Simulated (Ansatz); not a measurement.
# Y2NOS MXene monolayer in a perpendicular field

Wanted: the out-of-plane response of the Y2NOS MXene monolayer. A positive field points along +c.

Main program and level: Ansatz 0.2.0; plane-wave DFT, PBE-D3(BJ), Ansatz PAW.

## (1) The starting structure

The cell holds 5 atoms: 1 S, 2 Y, 1 N and 1 O. Cell: a = 3.406 Å, b = 3.406 Å, c = 42.847 Å, α = 90.0°, β = 90.0°, γ = 120.0°. Vacuum lies along c.

## (2) Relaxation

The starting cell is a guess, so the in-plane lattice and the atoms are relaxed first, with the slab cut off from its images along the normal.

input.yaml reads:

```yaml
crystal:
  lattice:
    - [3.40626, 0.0, 0.0]
    - [-1.70313, 2.9499076919, 0.0]
    - [0.0, 0.0, 42.8471825095]
  atoms:
    - { symbol: S, position: [0.3333333333, 0.6666666667, 0.430600075] }
    - { symbol: "Y", position: [0.6666666667, 0.3333333333, 0.4757957717], spin: 1.0 }
    - { symbol: "N", position: [0.0, 0.0, 0.5071635155] }
    - { symbol: "Y", position: [0.3333333333, 0.6666666667, 0.5385312594], spin: 1.0 }
    - { symbol: O, position: [0.6666666667, 0.3333333333, 0.569399925] }
  periodic: [true, true, false]
magnetization:
  spin_polarized: true
kpoints:
  mp_grid: { grid: [12, 12, 1] }
hamiltonian:
  xc: pbe
  dispersion: d3bj
scf:
  occupations: { method: fermi_dirac, width: 0.05 }
  convergence: { dr2_threshold: 1.0e-09 }
relax:
  f_tol: 0.004
  max_steps: 90
  cell: {}
output:
  write_potential: true
  write_density: true
  volumetric_format: npy
```

Command:

```
$ ansatz run input.yaml --threads 2 --pin off --max-ram 3072MiB --backend cpu --events-out ev --progress --plain --runs-dir out
```

Numbers of over 12 decimals in the logs are rounded to 6 here.

Log:

```text
Warning: relax.cell: scf.convergence.dr2_threshold = 1e-9 eV is looser than the 1.96608402928e-10 eV advised for a relaxation that steers and ends on the stress (1e-10 eV for each atom of the cell: 5, times the square of relax.cell.stress_2d_tol = 0.05 N/m over 15.9 Å (the atoms' height at the walk's start and 5 Å past either face), 3.135e-2 GPa, over a crystal's default 0.05). What an SCF threshold leaves in a stress goes as its square root, and in the free energy as the threshold itself, and one threshold admits the most on a small cell: [figures from the program's tests cut] Set scf.convergence.dr2_threshold to 1.96608402928e-10 eV or tighter. [rest of the remark cut]
Engine: ansatz 0.2.0, x86_64-unknown-linux-gnu
Pseudopotentials: kind: paw
Pseudopotential: S, paw, valence charge 6, recommended cutoff 420 eV (normal), S.paw.azcp
Pseudopotential: Y, paw, valence charge 11, recommended cutoff 420 eV (normal), Y.paw.azcp
Pseudopotential: N, paw, valence charge 5, recommended cutoff 420 eV (normal), N.paw.azcp
Pseudopotential: O, paw, valence charge 6, recommended cutoff 420 eV (normal), O.paw.azcp
Functional definition: PBE
  parameter kappa = 0.804
  parameter beta = 0.066725
  exchange = pbe_x(kappa = kappa, mu = beta*pi^2/3)
  correlation = pbe_c(beta = beta)
Crystal: 5 atoms, lattice volume = 430.535 Å³
Basis set: ecut = 420 eV, 8423 PW (Γ), exchange–correlation on 48×48×576 points (8 copies of the dense FFT grid, shifted against one another)
Bands: 26, of which v1, the nominal top of the filled ones, is band 20 counted from 1 (19 counted from 0)
Symmetry: 6 space group operations
Space group: P3m1 (ITA 156), of the structure as read, at distance tolerance 7.6e-5 Å
Magnetic group: BNS 156.49 (UNI 1279), of the structure as read, at distance tolerance 7.6e-5 Å
k-points: 19 of 144 (time reversal used)
Non-local potential: S, projectors of the file, l = 0: 2, l = 1: 2, l = 2: 2
Non-local potential: Y, projectors of the file, l = 0: 3, l = 1: 2, l = 2: 2, l = 3: 1
Non-local potential: N, projectors of the file, l = 0: 2, l = 1: 2, l = 2: 1
Non-local potential: O, projectors of the file, l = 0: 2, l = 1: 2, l = 2: 1
PAW form: soft (Blöchl's): semilocal exchange-correlation on the pseudo side does not see the compensation charge
PAW one-centre angular grid: S, 110 points (default); XC on 64 Gauss nodes
PAW one-centre angular grid: Y, 590 points (default); XC on 64 Gauss nodes
PAW one-centre angular grid: N, 110 points (default); XC on 64 Gauss nodes
PAW one-centre angular grid: O, 110 points (default); XC on 64 Gauss nodes
Initial density: superposition of atomic densities (neutral atoms: chi_scale 0, normalization atom)
Starting moments: Σ|m| = 2 μB on 2 of 5 sites
Initial wavefunctions: pseudopotential atomic-orbital guess
Functional: x = pbe(κ = 0.804, μ = 0.219515), c = pbe(β = 0.066725)
SCF iter   1: F=—  HF=-9562.291778 eV  |F-HF|=—  |Δ(HF+E_count)|=         —  Δρ=3.07e-2 (↑2.97e-2 ↓3.07e-2)  dr2=3.73e1  dr2_m=1.77e-1  M=0.246 μB ∫|m|=0.470 μB  β_m=0.30  ethr=3.10e-3  ⟨swp⟩=12.9  Hψ=7502  notcnv=0
Mixer restart at iter 1: flushing history
preconditioner: auto → LDOS  [metal: Δε(μ)=0.039 eV  Ē_g=15.013 eV  σ=0.050 eV  W_gap=0.19  n_scr=24 (ndim 8)  ℏωp=10.4 eV  f_vac=0.772  D(μ)=1.97/eV (n_scr^D=12)]
spin=Collinear: LDOS preconditioning applied to the charge; magnetization (m = ρ↑ − ρ↓) channel mixes plain (no charge-response kernel on spin).
SCF iter   2: F=—  HF=-9557.522184 eV  |F-HF|=—  |Δ(HF+E_count)|=    4.77e0  Δρ=2.29e-2 (↑1.46e-2 ↓2.29e-2)  dr2=2.64e1  dr2_m=1.76e-1  M=0.554 μB ∫|m|=0.742 μB  β_m=0.26  ethr=3.10e-3  ⟨swp⟩=5.4  Hψ=3279  notcnv=0  defer=52
SCF iter   3: F=—  HF=-9557.669988 eV  |F-HF|=—  |Δ(HF+E_count)|=   1.48e-1  Δρ=1.16e-2 (↑9.99e-3 ↓1.16e-2)  dr2=9.21e0  dr2_m=8.29e-2  M=0.113 μB ∫|m|=0.367 μB  β_m=0.54  ethr=3.10e-3  ⟨swp⟩=2.6  Hψ=1918  notcnv=0  defer=54
SCF iter   4: F=—  HF=-9557.486687 eV  |F-HF|=—  |Δ(HF+E_count)|=   1.83e-1  Δρ=9.07e-3 (↑9.07e-3 ↓7.52e-3)  dr2=1.67e0  dr2_m=1.78e-2  M=0.142 μB ∫|m|=0.241 μB  β_m=0.42  ethr=3.10e-3  ⟨swp⟩=4.5  Hψ=2270  notcnv=0  defer=60
SCF iter   5: F=—  HF=-9557.392059 eV  |F-HF|=—  |Δ(HF+E_count)|=   9.46e-2  Δρ=8.98e-3 (↑4.33e-3 ↓8.98e-3)  dr2=1.12e1  dr2_m=4.62e-2  M=0.340 μB ∫|m|=0.399 μB  β_m=0.60  ethr=3.10e-3  ⟨swp⟩=2.9  Hψ=1817  notcnv=0  defer=67  recentre
SCF iter   6: F=—  HF=-9557.340004 eV  |F-HF|=—  |Δ(HF+E_count)|=   5.21e-2  Δρ=4.66e-3 (↑4.66e-3 ↓3.07e-3)  dr2=4.77e-1  dr2_m=6.69e-3  M=0.176 μB ∫|m|=0.216 μB  β_m=0.45  ethr=3.10e-3  ⟨swp⟩=2.0  Hψ=1300  notcnv=0  defer=67
SCF iter   7: F=—  HF=-9557.277642 eV  |F-HF|=—  |Δ(HF+E_count)|=         —  Δρ=2.06e-3 (↑2.06e-3 ↓1.50e-3)  dr2=3.36e-1  dr2_m=7.92e-3  M=0.217 μB ∫|m|=0.223 μB  β_m=0.45  ethr=1.22e-3  ⟨swp⟩=3.1  Hψ=1857  notcnv=0  defer=64
SCF iter   8: F=—  HF=-9557.272705 eV  |F-HF|=—  |Δ(HF+E_count)|=   4.94e-3  Δρ=2.38e-3 (↑1.40e-3 ↓2.38e-3)  dr2=3.69e-1  dr2_m=1.18e-2  M=0.269 μB ∫|m|=0.271 μB  β_m=0.19  ethr=8.61e-4  ⟨swp⟩=1.8  Hψ=1123  notcnv=0  defer=64
SCF iter   9: F=—  HF=-9557.274975 eV  |F-HF|=—  |Δ(HF+E_count)|=   2.27e-3  Δρ=2.69e-3 (↑1.21e-3 ↓2.69e-3)  dr2=3.26e-1  dr2_m=1.33e-2  M=0.332 μB ∫|m|=0.333 μB  β_m=0.14  ethr=8.61e-4  ⟨swp⟩=1.2  Hψ=1018  notcnv=0  defer=64
SCF iter  10: F=—  HF=-9557.276558 eV  |F-HF|=—  |Δ(HF+E_count)|=   1.58e-3  Δρ=1.13e-3 (↑7.97e-4 ↓1.13e-3)  dr2=8.79e-2  dr2_m=2.20e-3  M=0.339 μB ∫|m|=0.349 μB  β_m=0.58  ethr=8.37e-4  ⟨swp⟩=1.4  Hψ=1028  notcnv=0  defer=64
SCF iter  11: F=—  HF=-9557.279817 eV  |F-HF|=—  |Δ(HF+E_count)|=         —  Δρ=2.62e-3 (↑2.59e-3 ↓2.62e-3)  dr2=1.05e-2  dr2_m=2.64e-2  M=0.324 μB ∫|m|=0.388 μB  β_m=0.58  ethr=2.25e-4  ⟨swp⟩=2.6  Hψ=1602  notcnv=0  defer=63
SCF iter  12: F=—  HF=-9557.277977 eV  |F-HF|=—  |Δ(HF+E_count)|=   1.84e-3  Δρ=1.47e-3 (↑4.63e-4 ↓1.47e-3)  dr2=2.02e-2  dr2_m=2.07e-3  M=0.327 μB ∫|m|=0.376 μB  β_m=0.52  ethr=2.69e-5  ⟨swp⟩=3.5  Hψ=2100  notcnv=0  defer=63
SCF iter  13: F=—  HF=-9557.278217 eV  |F-HF|=—  |Δ(HF+E_count)|=   2.40e-4  Δρ=9.81e-4 (↑4.76e-4 ↓9.81e-4)  dr2=2.03e-2  dr2_m=1.99e-3  M=0.332 μB ∫|m|=0.380 μB  β_m=0.55  ethr=2.69e-5  ⟨swp⟩=2.7  Hψ=1601  notcnv=0  defer=63
SCF iter  14: F=—  HF=-9557.277687 eV  |F-HF|=—  |Δ(HF+E_count)|=   5.30e-4  Δρ=4.96e-4 (↑4.96e-4 ↓2.28e-4)  dr2=1.85e-3  dr2_m=4.90e-4  M=0.318 μB ∫|m|=0.379 μB  β_m=0.73  ethr=2.69e-5  ⟨swp⟩=2.5  Hψ=1311  notcnv=0  defer=62
[...]
relax step  11: F+E_penalty+E_count = -9558.88633114 eV  Δ(F+E_penalty+E_count) = +9.700e-5 eV  max|allowed force component| = 2.747e-3 eV/Å  Δτ_max = 0.0026 Å  P = +0.020 N/m  Ω = 457.356 Å³  energy of the carried Pulay correction = -2.282e-4 eV  fix = [c, alpha, beta]  reactions: c +0.000 N/m  (8 SCF iters, accepted)
iter 1 solved again at ethr=3.96e-8 eV; its pass at ethr=3.10e-3 eV (dr2=1.54e-5 eV) is discarded
SCF iter   1: F=—  HF=-9558.886212 eV  |F-HF|=—  |Δ(HF+E_count)|=         —  Δρ=5.54e-6 (↑5.53e-6 ↓5.54e-6)  dr2=2.19e-8  dr2_m=1.32e-11  M=-0.000 μB ∫|m|=0.000 μB  β_m=0.65  ethr=3.96e-8  ⟨swp⟩=7.7  Hψ=13086  notcnv=0
preconditioner: auto → LDOS  [metal: Δε(μ)=0.071 eV  Ē_g=14.930 eV  σ=0.050 eV  W_gap=0.34  n_scr=24 (ndim 8)  ℏωp=10.3 eV  f_vac=0.786  D(μ)=2.40/eV (n_scr^D=12)]
spin=Collinear: LDOS preconditioning applied to the charge; magnetization (m = ρ↑ − ρ↓) channel mixes plain (no charge-response kernel on spin).
SCF iter   2: F=—  HF=-9558.886507 eV  |F-HF|=—  |Δ(HF+E_count)|=   2.94e-4  Δρ=1.99e-6 (↑1.99e-6 ↓1.98e-6)  dr2=7.81e-9  dr2_m=6.56e-12  M=-0.000 μB ∫|m|=0.000 μB  β_m=0.51  ethr=5.61e-11  ⟨swp⟩=4.6  Hψ=3008  notcnv=0
SCF iter   3: F=—  HF=-9558.886532 eV  |F-HF|=—  |Δ(HF+E_count)|=   2.59e-5  Δρ=1.01e-6 (↑1.01e-6 ↓1.01e-6)  dr2=1.16e-9  dr2_m=4.29e-12  M=-0.000 μB ∫|m|=0.000 μB  β_m=0.53  ethr=2.00e-11  ⟨swp⟩=3.1  Hψ=1669  notcnv=0
iter 4 met the thresholds in force, and the SCF goes on: an eigenvalue changes by 0.94 meV, over its tolerance of 0.05 meV (output.eigenvalues, Limitations)
SCF iter   4: F=-9558.886550 eV  HF=-9558.886549 eV  |F-HF|=9.99e-7  |Δ(HF+E_count)|=   1.67e-5  Δρ=1.42e-7 (↑1.42e-7 ↓1.32e-7)  dr2=1.42e-10  dr2_m=2.61e-12  M=-0.000 μB ∫|m|=0.000 μB  β_m=0.58  ethr=2.56e-12  ⟨swp⟩=15.2  Hψ=8657  notcnv=0
iter 5 met the thresholds in force, and the SCF goes on: an eigenvalue changes by 1.73 meV, over its tolerance of 0.05 meV (output.eigenvalues, Limitations)
SCF iter   5: F=-9558.886550 eV  HF=-9558.886550 eV  |F-HF|=6.82e-8  |Δ(HF+E_count)|=   9.31e-7  Δρ=3.92e-8 (↑3.92e-8 ↓2.49e-8)  dr2=2.79e-11  dr2_m=1.92e-12  M=-0.000 μB ∫|m|=0.000 μB  β_m=1.00  ethr=1.00e-12  ⟨swp⟩=9.1  Hψ=6147  notcnv=0
Mixer restart at iter 5: flushing history
SCF iter   6: F=-9558.886550 eV  HF=-9558.886550 eV  |F-HF|=4.55e-9  |Δ(HF+E_count)|=   6.85e-8  Δρ=1.84e-7 (↑1.63e-7 ↓1.84e-7)  dr2=4.68e-9  dr2_m=1.38e-12  M=-0.000 μB ∫|m|=0.000 μB  β_m=1.00  ethr=1.00e-12  ⟨swp⟩=2.2  Hψ=1299  notcnv=0  κ⁻¹=1.0e0(r=1)
SCF iter   7: F=-9558.886550 eV  HF=-9558.886550 eV  |F-HF|=1.09e-11  |Δ(HF+E_count)|=  3.24e-10  Δρ=2.23e-8 (↑2.23e-8 ↓2.05e-8)  dr2=4.62e-12  dr2_m=1.40e-12  M=-0.000 μB ∫|m|=0.000 μB  ethr=1.00e-12  ⟨swp⟩=8.2  Hψ=5998  notcnv=0
the starting moments were not kept: the SCF closed with an absolute magnetisation of 2.0e-5 μB, where they sum to 2 μB in size (2 sites). That is at most 0.1 of that sum. Measured as dr2_m measures the in/out step, that magnetisation stands 9.1e-11 eV from none, at or under the dr2_threshold of 1.0e-9 eV: it is no larger than a step whose dr2_m would equal this threshold.
SCF 12 converged in 7 iterations: F = -9558.886550 eV  dr2 = 4.62e-12
relax step  12: F+E_penalty+E_count = -9558.88655013 eV  Δ(F+E_penalty+E_count) = -2.190e-4 eV  max|allowed force component| = 2.755e-3 eV/Å  Δτ_max = 0.0000 Å  P = +0.022 N/m  Ω = 457.356 Å³  fix = [c, alpha, beta]  reactions: c +0.000 N/m  stress off target by 2.17e-2 N/m on what of the cell is left free  SCF on the basis re-selected at this cell (its energy is not comparable with the rows above)  (7 SCF iters)
basis re-selected at this cell: Δ(F+E_penalty+E_count) = -2.190e-4 eV, ΔP = +0.002 N/m vs the last step (what re-selecting the basis moved, of the pressure what is left beyond the Pulay correction that the steps carried, after the strain that the cell walked since its last selection, with what the two solves' SCF thresholds leave and, on support functions, any second-order correction that the steps lacked; it is no m [...]
WARN: The output density's exchange-correlation potential varies sharply where the density is thin. Do not read a vacuum level from v_tot or v_xc, or from such a field of the output density. On a cell that repeats whose density bears no net charge and no dipole along the vacuum's axis use v_es (v_loc + v_h of the components); under efield.dipole_correction with no amplitude use v_es + v_field, which holds any externa [...]
SCF converged after 7 iterations
an eigenvalue changed by more than its tolerance at an iteration that met the thresholds in force, so the SCF went on 2 times, its first undamped step at iteration 5: the last check found none over its tolerance
Magnetization: -0.0000 μB (19.5000 up, 19.5000 down)
Absolute magnetization: 0.0000 μB (∫|ρ↑−ρ↓|, with the PAW one-centre terms)
Spin contamination: 0.0000 ħ² per cell (⟨S²⟩ above its minimum at these occupations)
Per-site moments (μB) at R_I (Å): [(-1.4562269008417727e-5, 1.162054), (-1.826058833324519e-7, 0.959799), (-1.3918854797970859e-6, 0.959799), (-1.881592774280021e-8, 0.888699), (-1.6199317308700572e-7, 0.888699)]
Free energy (F): -9558.886550 eV
Harris-Foulkes:  -9558.886550 eV  (|F-HF|=1.09e-11)
Internal energy: -9558.866061 eV  (E = F + TS)
E sigma→0 (E₀):  -9558.876306 eV
Entropy (-TS):   -0.020489 eV (-4.098 meV/atom)
Fermi energy:    -6.660432 eV
--- Per-component energies (eV) ---
  E_band       = -767.430837
  E_kinetic    = 1024.686217
  E_local      = -110830.252005  (includes V_loc(G=0)·N_el)
  E_nonlocal   = 221.511502
  E_hartree    = 54820.929739
  E_xc         = -580.379788
  E_vxc        = -659.585131  (∫ρ·V_xc dr)
  E_paw        = -6535.800181  (= ΣΔE_a)
  E_vpaw       = -165.653784  (= ΣTr[D̂ρ^β])
  E_aug_tail   = 0.002555  (compensation charges beyond the density's cutoff)
  E_ewald      = 52321.494661
  E_disp       = -1.058762  (pairwise vdW)
  E_smearing   = -0.020489  (= −TS)
  E_closure    = -0.000000  (closes the sum)
  Σ components = -9558.886550   (vs F -9558.886550, Δ=0.00e0)
--- Forces (eV/Å), atoms counted from 1 ---
  atom   1  S     -0.00000000     0.00000000     0.00052035
  atom   2  Y     -0.00000000    -0.00000000     0.00275480
  atom   3  N      0.00000000     0.00000000     0.00016323
  atom   4  Y      0.00000000    -0.00000000    -0.00222171
  atom   5  O      0.00000000     0.00000000    -0.00121557
  max |Σ_I F_I| component: 1.10e-6 eV/Å
--- 2D stress c σ (N/m, compression-positive) ---
        0.021746       0.000000      -0.000000
        0.000000       0.021746      -0.000000
       -0.000000      -0.000000       0.000000
  P = ½ c Tr σ = 0.0217 N/m
--- Band table (eV; the first three rows and the last of 38) ---
  k-point 0 ↑: bands = [... 16 lower, -7.6113, -7.2142, -5.8009, -5.8009, -2.3233, -2.0837, -2.0837, -2.0023, ... 2 higher]
  k-point 1 ↑: bands = [... 16 lower, -7.5948, -7.0142, -6.1744, -5.8982, -2.4406, -2.0562, -1.9875, -1.9501, ... 2 higher]
  k-point 2 ↑: bands = [... 16 lower, -7.5633, -7.0624, -6.8145, -6.1202, -2.8420, -2.0976, -1.7338, -1.5481, ... 2 higher]
  k-point 18 ↓: bands = [... 16 lower, -8.1097, -7.5962, -7.5502, -7.2145, -2.3006, -2.1857, -1.6137, -1.1302, ... 2 higher]
  the weakly bound empty levels are not read free of the cell's end (no_gap_told)
--- Relaxed structure (10 steps of the walk, 10 accepted, 2 SCFs on fresh bases) ---
  F+E_penalty+E_count = -9558.88655013 eV   max|allowed force component| = 2.755e-3 eV/Å   (the final SCF, on the basis selected at the relaxed cell)
  cell:  # Å, volume = 457.3557 Å³
    - [3.510755, 0.0, 0]
    - [-1.755378, 3.040403, 0]
    - [0, 0, 42.8471825095]
  atoms:
    - { symbol: S, position: [0.333333, 0.666667, 0.432341] }
    - { symbol: Y, position: [0.666667, 0.333333, 0.478002] }
    - { symbol: N, position: [0, 0, 0.504668] }
    - { symbol: Y, position: [0.333333, 0.666667, 0.544720] }
    - { symbol: O, position: [0.666667, 0.333333, 0.561759] }
```

It took 5.4 min on 2 threads of Intel Xeon Platinum 8375C at 2.90GHz (Ice Lake), shared host; peak memory 0.99 GiB.

The steps of the relaxation:

```csv
step,energy less that of the first step (eV),largest force component (eV/Å),volume (Å³)
1,0.0000,5.5398,430.54
2,-1.1719,2.1437,433.47
3,-1.5349,0.7390,444.45
4,-1.5912,0.1673,460.37
5,-1.5961,0.1113,458.34
6,-1.5969,0.0837,457.58
7,-1.5974,0.0899,456.30
8,-1.5978,0.0050,456.57
9,-1.5978,0.0004,456.54
10*,-1.6086,0.0007,456.54
11,-1.6085,0.0027,457.36
12*,-1.6087,0.0028,457.36
```

Relaxation steps marked * repeat the geometry before them on a plane-wave basis chosen anew for their cell, so energy and pressure can jump there.

Forces are held to the 6 operations that the run works with; a distortion that breaks them can't arise in this run.

```csv
cell as run,before,after,change
a (Å),3.406,3.511,+3.1 %
b (Å),3.406,3.511,+3.1 %
```

The atoms that moved most (Å, along periodic axes as changes of fractional coordinates times the final cell, across vacuum about the mean position):

```csv
atom,dx,dy,dz,length
O5,0.000,0.000,-0.327,0.327
Y4,0.000,0.000,0.265,0.265
N3,0.000,0.000,-0.107,0.107
Y2,0.000,0.000,0.095,0.095
S1,0.000,0.000,0.075,0.075
```

The relaxed structure:

```xyz
5
Lattice="3.5108 0.0000 0.0000 -1.7554 3.0404 0.0000 0.0000 0.0000 42.8472" Properties=species:S:1:pos:R:3
S     0.0000    2.0269   18.5246
Y     1.7554    1.0135   20.4810
N     0.0000    0.0000   21.6236
Y     0.0000    2.0269   23.3397
O     1.7554    1.0135   24.0698
```

This step gave:

```yaml
energy_at_zero_smearing: -9558.8763 eV
```

The lattice constant a goes from 3.406 to 3.511 Å.

(Continued in part 2 of 2.)

[Logs are printed without paths, hosts, clocks, repeated set-up lines and the standing remarks that a program may print on its own settings, such as how far it seeks lower states.]

[Hosts, paths, dates, database ids (printed as entryN), source tags and the programs' standing remarks are cut or masked in the printed files.]

[Maps of the electrostatic potential energy from Ansatz leave out the sawtooth potential of an applied field or a dipole correction, so their vacuum need not be flat; planar profiles and work functions include it.]
